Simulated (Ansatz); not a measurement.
# Hg2O: from a guess to a relaxed structure

Aim: relax a trial structure of Hg2O and see where it ends.

Program: Ansatz 0.2.0. Level of theory: DFT PBE, scalar-relativistic, plane waves, PAW. These are calculated values, not measurements.

2 further runs of the same task are left out: 1 that didn't finish, 1 set aside as unsound or not needed.

**1. The structure to begin with**

It takes space group P-4m2 (No. 115, tetragonal). The conventional cell has a = 3.406 Å, b = 3.406 Å, c = 4.816 Å, α = 90.00°, β = 90.00°, γ = 90.00°. Hg (site symmetry 2mm) is surrounded by 2 O at 2.09 Å. O (site symmetry -4m2) has 4 Hg at 2.09 Å as nearest neighbours.

As a file:

```cif
data_structure
_symmetry_space_group_name_H-M 'P-4m2'
_symmetry_Int_Tables_number 115
_cell_length_a 3.4056
_cell_length_b 3.4056
_cell_length_c 4.8163
_cell_angle_alpha 90.000
_cell_angle_beta 90.000
_cell_angle_gamma 90.000
_cell_volume 55.86
loop_
_atom_site_label
_atom_site_type_symbol
_atom_site_symmetry_multiplicity
_atom_site_Wyckoff_symbol
_atom_site_fract_x
_atom_site_fract_y
_atom_site_fract_z
_atom_site_occupancy
Hg1 Hg 2 g 0.50000 0.00000 0.75000 1
O1 O 1 a 0.00000 0.00000 0.00000 1
```

The cell is invented: ordered vacancies on the anion sites of zinc blende (P-4m2, No. 115). Lengths come from tabulated atomic sizes and are only a guess.

**2. The guess as it stands, on a coarse mesh**

Input file input.yaml:

```yaml
crystal:
  lattice:
    - [3.40560724, 0.0, 0.0]
    - [0.0, 3.40560724, 0.0]
    - [0.0, 0.0, 4.81625595]
  atoms:
    - { symbol: Hg, position: [0.5, 0.0, 0.75] }
    - { symbol: Hg, position: [0.0, 0.5, 0.25] }
    - { symbol: O, position: [0.0, 0.0, 0.0] }
basis:
  ecutwfc: 420
kpoints:
  mp_grid: { grid: [6, 6, 4] }
hamiltonian:
  xc: pbe
scf:
  occupations: { method: gaussian, width: 0.1 }
  lower_state_search: "off"
output:
  forces: true
  stress: true
  eigenvalues: true
```

Launch:

```bash
$ ansatz run input.yaml --threads 1 --pin off --max-ram 2048MiB --backend cpu --events-out ev --progress --plain --runs-dir out
```

The session goes on with these runs: coarse relaxation; relaxation on the finer mesh; the kicked end on a coarse mesh; a loose first relaxation (after the kick); final relaxation (after the kick).

Q: Predict the outcome of this session. Wanted: conventional cell; volume; energy over the elements; gap on the mesh.

As calculated:

| quantity | value |
| --- | --- |
| symmetry at the first end (tolerance 0.05 Å) | space group P-4m2 (No. 115) |
| conventional cell | a = 3.470 Å, b = 3.470 Å, c = 4.820 Å, α = 90.00°, β = 90.00°, γ = 90.00° |
| volume | 19.34 Å³/atom |
| energy over the elements (uncorrected; H, N, O, F and Cl as molecules) | -0.08 eV/atom |
| gap on the mesh | none (metal) |

What this shows: The space group P-4m2 (No. 115) is kept, and the volume per atom grows by 3.9 % from the first guess. A negative formation energy is needed for stability but isn't enough; other structures and compounds were not set against it here. No finished test with a distortion of lower symmetry is shown, so the end may be a saddle point. Spin-orbit coupling is left out for Hg.
